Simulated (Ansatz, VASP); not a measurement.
# Two plane-wave programs on N2

INCAR

```
PREC = Accurate
ENCUT = 520
EDIFF = 1E-6
ISMEAR = 0
SIGMA = 0.01
LREAL = False
LASPH = True
NELM = 100
ALGO = Normal
ISIF = 2
LWAVE = False
LCHARG = False
GGA = PE
IVDW = 12
IBRION = 2
NSW = 80
EDIFFG = -0.01
```

The input KPOINTS:

```
Automatic mesh
0
Gamma
  1 1 1
```

The input POSCAR:

```
N
1.0
    9.8000000000      0.0000000000      0.0000000000
    0.0000000000     10.0000000000      0.0000000000
    0.0000000000      0.0000000000      9.4000000000
N
2
Direct
    0.4602534824      0.4610484127      0.5000000000
    0.5397465176      0.5389515873      0.5000000000
```

Input for Ansatz:

```yaml
crystal:
  lattice:
    - [9.8, 0.0, 0.0]
    - [0.0, 10.0, 0.0]
    - [0.0, 0.0, 9.4]
  atoms:
    - { symbol: "N", position: [0.4602534824, 0.4610484127, 0.5] }
    - { symbol: "N", position: [0.5397465176, 0.5389515873, 0.5] }
basis:
  ecutwfc: 420
kpoints:
  mp_grid: { grid: [1, 1, 1] }
hamiltonian:
  xc: pbe
  dispersion: d3bj
scf:
  occupations: { method: gaussian, width: 0.01 }
output:
  forces: true
  eigenvalues: true
relax:
  adjacent_minimum: "off"
  f_tol: 0.01
  max_steps: 60
```

Alike in both runs: task relaxation of the atoms; functional PBE; dispersion D3(BJ); k mesh 1 × 1 × 1; occupations gaussian, width 0.01 eV; no spin polarisation.

|  | VASP | Ansatz |
| --- | --- | --- |
| version | VASP 6.6.1 | Ansatz 0.2.0 |
| potentials or method | VASP PAW PBE potentials, release 64 (N) | scalar-relativistic, plane waves, PAW |
| plane-wave cutoff (eV) | 520 | 420 |
| valence electrons in the cell | 10 | 10 |

VASP gave:

```
gap on the k mesh at the Fermi level, each at its own relaxed structure (eV) : 8.06
energy change over the relaxation (meV/atom)                                 : -5
```

Q: Estimate Ansatz's values.

A: gap on the k mesh at the Fermi level, each at its own relaxed structure (eV): 8.24; energy change over the relaxation (meV/atom): 0.

Caveats: the standard files for N, O and F lose accuracy on very short bonds. As with any semilocal functional, this PBE gap is likely too small.
